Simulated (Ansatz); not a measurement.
Input and command of a calculation in Ansatz (plane waves; scalar-relativistic PAW potentials unless the input names others):

```yaml
crystal:
  lattice:
    - [3.6055914095, -2.0111260629, -0.2861968035]
    - [3.6055914095, 2.0111260629, -0.2861968035]
    - [-2.7273338295, 0.0, 9.1537720935]
  atoms:
    - { symbol: Br, position: [0.1332415469, 0.1332415469, 0.1175863288] }
    - { symbol: Br, position: [0.8667584531, 0.8667584531, 0.8824136712] }
    - { symbol: Br, position: [0.4823334507, 0.4823334507, 0.6178066793] }
    - { symbol: Br, position: [0.5176665493, 0.5176665493, 0.3821933207] }
basis:
  ecutwfc: 420
kpoints:
  mp_grid: { grid: [8, 8, 4] }
hamiltonian:
  xc: pbe
  dispersion: d3bj
scf:
  occupations: { method: fixed }
  max_iter: 75
output:
  forces: true
  eigenvalues: true
  stress: true
```

```bash
ansatz run input.yaml --threads 1 --pin off --max-ram 2560MiB --backend cpu --events-out ev --progress --plain --runs-dir out
```

Abridged log:
```
Pseudopotentials: kind: paw
Pseudopotential: Br, paw, valence charge 7, recommended cutoff 420 eV (normal)
Functional definition: PBE
Crystal: 4 atoms, lattice volume = 129.614 Å³
Basis set: ecut = 420 eV, 2511 PW (Γ), exchange–correlation on 60×60×128 points (8 copies of the dense FFT grid, shifted against one another)
Bands: 18, of which v1, the nominal top of the filled ones, is band 14 counted from 1 (13 counted from 0)
Symmetry: 4 space group operations
Space group: C2/m (ITA 12), of the structure as read, at distance tolerance 5.1e-5 Å
k-points: 78 of 256
Initial density: superposition of atomic densities (neutral atoms: chi_scale 0, normalization atom), corrected by the library's trained network
Initial wavefunctions: pseudopotential atomic-orbital guess
Functional: x = pbe(κ = 0.804, μ = 0.21951497), c = pbe(β = 0.06672455)
SCF iter   1: F=—  HF=-11133.364474 eV  |F-HF|=—  |Δ(HF+E_count)|=         —  Δρ=2.44e-3  dr2=5.93e-3  ethr=1.77e-3  ⟨swp⟩=5.0  Hψ=6553  notcnv=0  defer=156
SCF iter   2: F=—  HF=-11133.366029 eV  |F-HF|=—  |Δ(HF+E_count)|=   1.56e-3  Δρ=1.23e-3  dr2=1.39e-3  ethr=2.12e-5  ⟨swp⟩=2.0  Hψ=3284  notcnv=0  defer=156
SCF iter   3: F=—  HF=-11133.366282 eV  |F-HF|=—  |Δ(HF+E_count)|=   2.53e-4  Δρ=2.14e-4  dr2=1.00e-4  ethr=4.97e-6  ⟨swp⟩=2.3  Hψ=2308  notcnv=0  defer=156
SCF iter   4: F=—  HF=-11133.366303 eV  |F-HF|=—  |Δ(HF+E_count)|=   2.11e-5  Δρ=7.81e-5  dr2=1.06e-5  ethr=3.58e-7  ⟨swp⟩=2.7  Hψ=2491  notcnv=0  defer=156
SCF iter   5: F=—  HF=-11133.366349 eV  |F-HF|=—  |Δ(HF+E_count)|=   4.62e-5  Δρ=2.47e-5  dr2=1.87e-6  ethr=3.79e-8  ⟨swp⟩=2.0  Hψ=2444  notcnv=0  defer=154
SCF iter   6: F=—  HF=-11133.366350 eV  |F-HF|=—  |Δ(HF+E_count)|=   6.23e-7  Δρ=9.05e-6  dr2=1.37e-7  ethr=6.66e-9  ⟨swp⟩=2.1  Hψ=2014  notcnv=0  defer=155
SCF iter   7: F=-11133.366350 eV  HF=-11133.366350 eV  |F-HF|=1.16e-9  |Δ(HF+E_count)|=   1.51e-7  Δρ=3.18e-6  dr2=1.44e-8  ethr=3.57e-10  ⟨swp⟩=9.6  Hψ=8699  notcnv=0
SCF 1 converged in 7 iterations: F = -11133.366350 eV  dr2 = 1.44e-8
SCF converged after 7 iterations
Free energy (F): -11133.366350 eV
Harris-Foulkes:  -11133.366350 eV  (|F-HF|=1.16e-9)
Internal energy: -11133.366350 eV  (E = F + TS)
E sigma→0 (E₀):  -11133.366350 eV
Fermi energy:    2.495590 eV
  E_disp       = -0.884277  (pairwise vdW)
--- Forces (eV/Å), atoms counted from 1 ---
  atom   1  Br    -0.00313017     0.00000000     0.00358267
  atom   2  Br     0.00313017     0.00000000    -0.00358267
  atom   3  Br     0.00337633     0.00000000    -0.00614028
  atom   4  Br    -0.00337633     0.00000000     0.00614028
--- Stress (GPa, compression-positive) ---
        0.018005       0.000000       0.013491
        0.000000       0.006374       0.000000
        0.013491       0.000000      -0.042161
  P = ⅓ Tr σ = -0.0059 GPa (-0.059 kbar)
```

One setting here is unusual or wrong in general: fixed occupations typed without regard to the gap (scf.occupations: {"method": "gaussian", "width": 0.02} → {"method": "fixed"}). For this cell it did little harm to the result: the run converged in 7 SCF iterations with an energy at zero smearing within 0.01 meV/atom of the reference's, pressure -0.01 GPa, largest force 0.007 eV/Å, gap on the mesh 0.60 eV. A reference run on usual settings, whose relaxation ended at this geometry, converged, and the end of its own relaxation has pressure -0.01 GPa, largest force 0.007 eV/Å, gap on the mesh 0.60 eV.

The run took 9.6 s on 1 thread of Arm Neoverse V1 (shared host), peak memory 0.41 GiB.